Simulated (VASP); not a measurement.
# MnO2 (P-3m1) in VASP: a series of runs

Runs on MnO2. Level: r2SCAN. Tasks: single point.

All numbers are computed with VASP 6.6.1; they aren't measurements. Logs are shortened: lines on timing, memory, paths and dates and some standing lists are left out, and cuts for length are marked.

## Step 1: The crystal as given

It takes space group P-3m1 (No. 164, trigonal). The conventional cell has a = 2.857 Å, b = 2.857 Å, c = 4.601 Å, α = 90.00°, β = 90.00°, γ = 120.00°. Mn (site symmetry -3m) has 6 O at 1.90 Å as nearest neighbours. O (site symmetry 3m) is surrounded by 3 Mn at 1.90 Å.

Measurements of this composition are mostly on another form, of space group No. 136.

## Step 2: Single point, r2SCAN, collinear spin, ferromagnetic start

Contents of INCAR:

```
SYSTEM = MnO2
PREC = Accurate ; ENCUT = 900
EDIFF = 1E-8 ; ISMEAR = 0
SIGMA = 0.02 ; LREAL = .FALSE.
LASPH = .TRUE. ; NELM = 100
ALGO = Normal ; ISIF = 2
LWAVE = .FALSE. ; LCHARG = .FALSE.
ISPIN = 2 ; MAGMOM = 4 0 0
LORBIT = 11 ; LMAXMIX = 4
METAGGA = R2SCAN ; LMIXTAU = .TRUE.
ADDGRID = .FALSE.
```

Contents of KPOINTS:

```
Automatic mesh
0
G
  13 13 7
  0 0 0
```

Contents of POSCAR:

```
MnO2
1.0
    2.8565781804      0.0000000000      0.0000000000
   -1.4282890902      2.4738692722      0.0000000000
    0.0000000000      0.0000000000      4.6013740589
Mn O
1 2
Direct
    0.0000000000      0.0000000000      0.5000000000
    0.3333333333      0.6666666667      0.7062925700
    0.6666666667      0.3333333333      0.2937074300
```

Potentials or basis: VASP PAW PBE potentials, release 64 (Mn_pv, O).

The run is started by

```sh
$ cat potpaw_PBE.64/Mn_pv/POTCAR potpaw_PBE.64/O/POTCAR > POTCAR
$ mpirun -np 1 vasp_std > vasp.out
```

OUTCAR:

```text
SYSTEM = MnO2
   PREC = Accurate
   ENCUT = 900
   EDIFF = 1E-8
   ISMEAR = 0
   LREAL = .FALSE.
   LASPH = .TRUE.
   NELM = 100
   ISIF = 2
   ISPIN = 2
   LORBIT = 11
   METAGGA = R2SCAN

 ion  position               nearest neighbor table
   1  0.000  0.000  0.500-   2 1.90   3 1.90   3 1.90   2 1.90   3 1.90   2 1.90
   2  0.333  0.667  0.706-   1 1.90   1 1.90   1 1.90
   3  0.667  0.333  0.294-   1 1.90   1 1.90   1 1.90

  LATTYP: Found a hexagonal cell.
 ALAT       =     2.8565781804
 C/A-ratio  =     1.6107992739

  Lattice vectors:

 A1 = (   2.8565781804,   0.0000000000,   0.0000000000)
 A2 = (  -1.4282890902,   2.4738692722,   0.0000000000)
 A3 = (   0.0000000000,   0.0000000000,   4.6013740589)

Analysis of symmetry for initial positions (statically):
=====================================================================
 Subroutine PRICEL returns:
 Original cell was already a primitive cell.

 Routine SETGRP: Setting up the symmetry group for a
 hexagonal supercell.

 Subroutine GETGRP returns: Found 12 space group operations
 (whereof 12 operations were pure point group operations)
 out of a pool of 24 trial point group operations.

The static configuration has the point symmetry D_3d.

Analysis of symmetry for dynamics (positions and initial velocities):
=====================================================================
 Subroutine PRICEL returns:
 Original cell was already a primitive cell.

 Routine SETGRP: Setting up the symmetry group for a
 hexagonal supercell.

 Subroutine GETGRP returns: Found 12 space group operations
 (whereof 12 operations were pure point group operations)
 out of a pool of 24 trial point group operations.

The dynamic configuration has the point symmetry D_3d.

Analysis of structural, dynamic, and magnetic symmetry:
=====================================================================
 Subroutine PRICEL returns:
 Original cell was already a primitive cell.

 Routine SETGRP: Setting up the symmetry group for a
 hexagonal supercell.

 Subroutine GETGRP returns: Found 12 space group operations
 (whereof 12 operations were pure point group operations)
 out of a pool of 24 trial point group operations.

The overall configuration has the point symmetry D_3d.

 Subroutine INISYM returns: Found 12 space group operations
 (whereof 12 operations are pure point group operations),
 and found     1 'primitive' translations

----------------------------------------------------------------------------------------

                                     Primitive cell

  volume of cell :      32.5170

  direct lattice vectors                    reciprocal lattice vectors
     2.856578180  0.000000000  0.000000000     0.350069187  0.202112539  0.000000000
    -1.428289090  2.473869272  0.000000000     0.000000000  0.404225078  0.000000000
     0.000000000  0.000000000  4.601374059     0.000000000  0.000000000  0.217326387

  length of vectors
     2.856578180  2.856578180  4.601374059     0.404225078  0.404225078  0.217326387

  position of ions in fractional coordinates (direct lattice)
     0.000000000  0.000000000  0.500000000
     0.333333333  0.666666667  0.706292570
     0.666666667  0.333333333  0.293707430

  ion indices of the primitive-cell ions
   primitive index   ion index
                 1           1
                 2           2
                 3           3

----------------------------------------------------------------------------------------

 KPOINTS: Automatic mesh

Automatic generation of k-mesh.
 Grid dimensions read from file:
 generate k-points for:   13   13    7

 Generating k-lattice:

  Cartesian coordinates                     Fractional coordinates (reciprocal lattice)
     0.026928399  0.015547118  0.000000000     0.076923077  0.000000000  0.000000000
     0.000000000  0.031094237  0.000000000     0.000000000  0.076923077  0.000000000
     0.000000000  0.000000000  0.031046627     0.000000000  0.000000000  0.142857143

  Length of vectors
     0.031094237  0.031094237  0.031046627

  Shift w.r.t. Gamma in fractional coordinates (k-lattice)
     0.000000000  0.000000000  0.000000000

 Subroutine IBZKPT returns following result:
 ===========================================

 Found    126 irreducible k-points:

 Following reciprocal coordinates:
            Coordinates               Weight
  0.000000  0.000000  0.000000      1.000000
  0.076923  0.000000  0.000000      6.000000
  0.153846  0.000000  0.000000      6.000000
  0.230769  0.000000  0.000000      6.000000
  0.307692  0.000000  0.000000      6.000000
  0.384615  0.000000  0.000000      6.000000
[... 16 lines left out ...]
  0.076923  0.000000  0.142857      6.000000
  0.000000  0.076923  0.142857      6.000000
 [... further k-points ...]
   k-points           NKPTS =    126   k-points in BZ     NKDIM =    126   number of bands    NBANDS=     18
   number of dos      NEDOS =    301   number of ions     NIONS =      3
   total plane-waves  NPLWV =  37632
   dimension x,y,z NGX =    28 NGY =   28 NGZ =   48
   dimension x,y,z NGXF=    56 NGYF=   56 NGZF=   96
   ions per type =               1   2
   NGX,Y,Z   is equivalent  to a cutoff of  16.30, 16.30, 17.34 a.u.
   NGXF,Y,Z  is equivalent  to a cutoff of  32.59, 32.59, 34.68 a.u.
 SYSTEM =  MnO2
   PREC   = accura    normal or accurate (medium, high low for compatibility)
   ISTART =      0    job   : 0-new  1-cont  2-samecut
   ICHARG =      2    charge: 1-file 2-atom 10-const
   ISPIN  =      2    spin polarized calculation?
   LNONCOLLINEAR =      F non collinear calculations
   LSORBIT =      F    spin-orbit coupling
   LASPH  =      T    aspherical Exc in radial PAW
   ENCUT  =  900.0 eV  66.15 Ry    8.13 a.u.   6.99  6.99 11.26*2*pi/ulx,y,z
   NELM   =    100;   NELMIN=  2; NELMDL= -5     # of ELM steps
   EDIFF  = 0.1E-07   stopping-criterion for ELM
   LREAL  =      F    real-space projection
   EDIFFG = 0.1E-06   stopping-criterion for IOM
   NSW    =      0    number of steps for IOM
   IBRION =     -1    ionic relax: 0-MD 1-quasi-New 2-CG
   NFREE  =      0    steps in history (QN), initial steepest desc. (CG)
   ISIF   =      2    stress and relaxation
   ISYM   =      2    0-nonsym 1-usesym 2-fastsym
   POTIM  = 0.5000    time-step for ionic-motion
   TEBEG  =    0.0;   TEEND  =   0.0 temperature during run
   PSTRESS=    0.0 pullay stress
   NELECT =      25.0000    total number of electrons
   NUPDOWN=      -1.0000    fix difference up-down
   EMIN   =  10.00;   EMAX   =-10.00  energy-range for DOS
   EFERMI =   0.00;   METHOD = LEGACY
   ISMEAR =     0;   SIGMA  =   0.02  broadening in eV -4-tet -1-fermi 0-gaus
   EFERMI_NEDOS =   21; number of points for ismear=-14 and -15
   IALGO  =     38    algorithm
   IMIX   =      4    mixing-type and parameters
     AMIX     =   0.40;   BMIX     =  1.00
     AMIX_MAG =   1.60;   BMIX_MAG =  1.00
  volume/ion in A,a.u.               =      10.84        73.15
  Fermi-wavevector in a.u.,A,eV,Ry     =   1.499747  2.834111 30.602787  2.249241
  Thomas-Fermi vector in A             =   2.611337
   LORBIT       =     11    0 simple, 1 ext, 2 COOP (PROOUT), +10 PAW based schemes
   METAGGA = R2SCAN    functional components
   LHFCALC =     F    Hartree Fock is set to
   AEXX    =    0.0000 exact exchange contribution
   IVDW    =     0    specifies the selected vdW correction
   LEPSILON=     F    determine dielectric tensor
   LRPA    =     F    only Hartree local field effects (RPA)
 spin polarized calculation
 Gauss-broadening in eV      SIGMA  =   0.02
  energy-cutoff  :      900.00
  volume of cell :       32.52
 maximum number of plane-waves:      2011
   NGX = 13   NGY = 13   NGZ = 23

 number of electron      24.9999996 magnetization       2.9999994

 Free energy of the ion-electron system (eV)
  ---------------------------------------------------
  ext. energy  EPLUGINS =         0.00000000
  ---------------------------------------------------
  free energy    TOTEN  =       -32.54718623 eV

  energy without entropy =      -32.54718623  energy(sigma->0) =      -32.54718623

 E-fermi :   2.6129     XC(G=0): -11.5605

 val. band max:        2.5229113134   @ k =   0.0769   0.0769   0.4286
 cond. band min:       4.4110939989   @ k =   0.0000   0.0000   0.4286
 fundamental gap:      1.8881826856
 Fermi energy:         2.6128579915

 spin component 1

 k-point     1 :       0.0000    0.0000    0.0000
  band No.  band energies     occupation
      1     -49.7536      1.00000
      2     -49.7272      1.00000
      3     -49.7272      1.00000
      4     -17.7278      1.00000
      5     -15.4353      1.00000
      6      -3.7675      1.00000
[... 10 lines left out ...]
     17      10.6391      0.00000
     18      14.0191      0.00000
[... 463 lines left out ...]
 k-point    24 :       0.0000    0.0769    0.1429
  band No.  band energies     occupation
      1     -49.7521      1.00000
      2     -49.7362      1.00000
      3     -49.7292      1.00000
      4     -17.6306      1.00000
      5     -15.4925      1.00000
      6      -3.5955      1.00000
[... 10 lines left out ...]
     17      11.1762      0.00000
     18      14.2855      0.00000

 [... further k-points ...]

 spin component 2

 k-point     1 :       0.0000    0.0000    0.0000
  band No.  band energies     occupation
      1     -45.6318      1.00000
      2     -45.6317      1.00000
      3     -45.4361      1.00000
      4     -17.6679      1.00000
      5     -15.3867      1.00000
      6      -2.6254      1.00000
[... 10 lines left out ...]
     17      11.1802      0.00000
     18      14.7000      0.00000
[... 463 lines left out ...]
 k-point    24 :       0.0000    0.0769    0.1429
  band No.  band energies     occupation
      1     -45.6432      1.00000
      2     -45.6343      1.00000
      3     -45.4340      1.00000
      4     -17.5701      1.00000
      5     -15.4421      1.00000
      6      -2.4664      1.00000
[... 10 lines left out ...]
     17      11.7044      0.00000
     18      14.9762      0.00000

 [... further k-points ...]

------------------------ aborting loop because EDIFF is reached ----------------------------------------

  FORCE on cell =-STRESS in cart. coord.  units (eV):
  Direction    XX          YY          ZZ          XY          YZ          ZX
  --------------------------------------------------------------------------------------
  -------------------------------------------------------------------------------------
  Total        0.1115942      0.1115942      0.0858178      0.0000000      0.0000000      0.0000000
  in kB        5.4984672      5.4984672      4.2284168      0.0000000      0.0000000      0.0000000
  external PRESSURE =       5.0751171 kB  Pullay stress =       0.0000000 kB

 VOLUME and BASIS-vectors are now :
 -----------------------------------------------------------------------------
  energy-cutoff  :      900.00
  volume of cell :       32.52
      direct lattice vectors                 reciprocal lattice vectors
     2.856578180  0.000000000  0.000000000     0.350069187  0.202112539  0.000000000
    -1.428289090  2.473869272  0.000000000     0.000000000  0.404225078  0.000000000
     0.000000000  0.000000000  4.601374059     0.000000000  0.000000000  0.217326387

 POSITION                                       TOTAL-FORCE (eV/Angst)
 -----------------------------------------------------------------------------------
      0.00000      0.00000      2.30069         0.000000      0.000000      0.000000
     -0.00000      1.64925      3.24992         0.000000     -0.000000     -0.003066
      1.42829      0.82462      1.35146        -0.000000      0.000000      0.003066
 -----------------------------------------------------------------------------------
    total drift:                               -0.000000     -0.000000      0.000000

  FREE ENERGIE OF THE ION-ELECTRON SYSTEM (eV)
  ---------------------------------------------------
  free  energy   TOTEN  =       -32.5471862326 eV

  energy  without entropy=      -32.5471862326  energy(sigma->0) =      -32.54718623

 total charge

# of ion       s       p       d       tot
------------------------------------------
    1        0.383   6.467   4.862  11.711
    2        1.582   3.449   0.000   5.031
    3        1.582   3.449   0.000   5.031
--------------------------------------------------
tot          3.547  13.365   4.862  21.773

 magnetization (x)

# of ion       s       p       d       tot
------------------------------------------
    1        0.030   0.039   2.865   2.933
    2        0.004   0.003   0.000   0.007
    3        0.004   0.003   0.000   0.007
--------------------------------------------------
tot          0.038   0.045   2.865   2.948
```

Run time: 9.9 min. Hardware: 1 thread of Intel Xeon 6975P-C (Granite Rapids), shared host; peak memory 0.42 GiB.

Results:

* Free energy: -32.5472 eV
* Pressure: 0.5 GPa
* Largest force: 0.003 eV/Å
* Band gap on the k mesh: 1.89 eV, indirect (least direct gap 1.99 eV)
* Net moment: 3.00 μB per cell
* Site moments: Mn +2.93; O +0.01 μB
* Valence electrons inside the program's atomic spheres: Mn 11.71; O 5.03

Forces in eV/Å, atoms in the order of the input:
```
Mn   0.000  0.000  0.000
O    0.000  0.000 -0.003
O    0.000  0.000  0.003
```

Caveat: the PAW data sets were made with another functional, which shifts forces and pressure a little; an odd mesh through Γ misses points on the zone boundary, where band edges often lie; a cell with one magnetic atom can't hold antiferromagnetic order, which such compounds often take. r2SCAN opens gaps a little over a GGA but as a rule still falls short of measured ones.

## Step 3: Single point, r2SCAN, collinear spin, ferromagnetic start

INCAR is that of step 2.

KPOINTS is that of step 2.

Contents of POSCAR:

```
MnO2
1.0
    2.8565781804      0.0000000000      0.0000000000
   -1.4282890902      2.4738692722      0.0000000000
    0.0000000000      0.0000000000      4.6013740589
Mn O
1 2
Direct
    0.0186700000     -0.0033200000      0.4886240000
    0.3165570000      0.6444560000      0.7182440000
    0.6490790000      0.3390650000      0.3129550000
```

Potentials or basis: VASP PAW PBE potentials, release 64 (Mn_pv, O).

The run is started by

```sh
$ cat potpaw_PBE.64/Mn_pv/POTCAR potpaw_PBE.64/O/POTCAR > POTCAR
$ mpirun -np 1 vasp_std > vasp.out
```

OUTCAR:

```text
SYSTEM = MnO2
   PREC = Accurate
   ENCUT = 900
   EDIFF = 1E-8
   ISMEAR = 0
   LREAL = .FALSE.
   LASPH = .TRUE.
   NELM = 100
   ISIF = 2
   ISPIN = 2
   LORBIT = 11
   METAGGA = R2SCAN

 ion  position               nearest neighbor table
   1  0.019  0.997  0.489-   3 1.76   3 1.82   2 1.92   2 1.93   3 1.94   2 2.03
   2  0.317  0.644  0.718-   1 1.92   1 1.93   1 2.03
   3  0.649  0.339  0.313-   1 1.76   1 1.82   1 1.94

  LATTYP: Found a hexagonal cell.
 ALAT       =     2.8565781804
 C/A-ratio  =     1.6107992739

  Lattice vectors:

[... 1230 lines left out ...]
  energy-cutoff  :      900.00
  volume of cell :       32.52
      direct lattice vectors                 reciprocal lattice vectors
     2.856578180  0.000000000  0.000000000     0.350069187  0.202112539  0.000000000
    -1.428289090  2.473869272  0.000000000     0.000000000  0.404225078  0.000000000
     0.000000000  0.000000000  4.601374059     0.000000000  0.000000000  0.217326387

 POSITION                                       TOTAL-FORCE (eV/Angst)
 -----------------------------------------------------------------------------------
     -1.37021      2.46566      2.24834        -1.777581     -0.169968      3.749675
     -0.01620      1.59430      3.30491         0.099619      0.503359     -1.235143
      1.36986      0.83880      1.44002         1.677962     -0.333391     -2.514532
 -----------------------------------------------------------------------------------
    total drift:                                0.003915     -0.002231     -0.010349

  FREE ENERGIE OF THE ION-ELECTRON SYSTEM (eV)
  ---------------------------------------------------
  free  energy   TOTEN  =       -32.2014370576 eV

  energy  without entropy=      -32.2014370576  energy(sigma->0) =      -32.20143706

 total charge

# of ion       s       p       d       tot
------------------------------------------
    1        0.394   6.483   4.908  11.786
    2        1.585   3.401   0.000   4.986
    3        1.582   3.520   0.000   5.102
--------------------------------------------------
tot          3.561  13.405   4.908  21.874

 magnetization (x)

# of ion       s       p       d       tot
------------------------------------------
    1        0.029   0.040   2.830   2.899
    2        0.005  -0.027   0.000  -0.022
    3        0.004   0.058   0.000   0.061
--------------------------------------------------
tot          0.037   0.071   2.830   2.938
```

stdout:

```text
POSCAR found type information on POSCAR MnO
 POSCAR found :  2 types and       3 ions
 scaLAPACK will be used
 -----------------------------------------------------------------------------
|                                                                             |
|                                                                             |
|     You enforced a specific xc type in the INCAR file but a different       |
|     I HOPE YOU KNOW WHAT YOU ARE DOING!                                     |
|                                                                             |
 -----------------------------------------------------------------------------

 LDA part: xc-table for (None), standard interpolation
 POSCAR, INCAR and KPOINTS ok, starting setup
 FFT: planning ... GRIDC
 FFT: planning ... GRID_SOFT
 FFT: planning ... GRID
 WAVECAR not read
 entering main loop
```

Run time: 49 min. Hardware: 1 thread of Intel Xeon 6975P-C (Granite Rapids), shared host; peak memory 1.2 GiB.

Results:

| Property | Result |
| --- | --- |
| Free energy | -32.2014 eV |
| Pressure | 6.5 GPa |
| Largest force | 4.153 eV/Å |
| Band gap on the k mesh | 1.74 eV, indirect (least direct gap 1.80 eV) |
| Net moment | 3.00 μB per cell |
| Site moments | Mn +2.90; O -0.02, +0.06 μB |
| Valence electrons inside the program's atomic spheres | Mn 11.79; O 4.99, 5.10 |

Forces on the atoms (eV/Å):
```
Mn  -1.778 -0.170  3.750
O    0.100  0.503 -1.235
O    1.678 -0.333 -2.515
```

Caveat: the PAW data sets were made with another functional, which shifts forces and pressure a little; an odd mesh through Γ misses points on the zone boundary, where band edges often lie; a cell with one magnetic atom can't hold antiferromagnetic order, which such compounds often take.
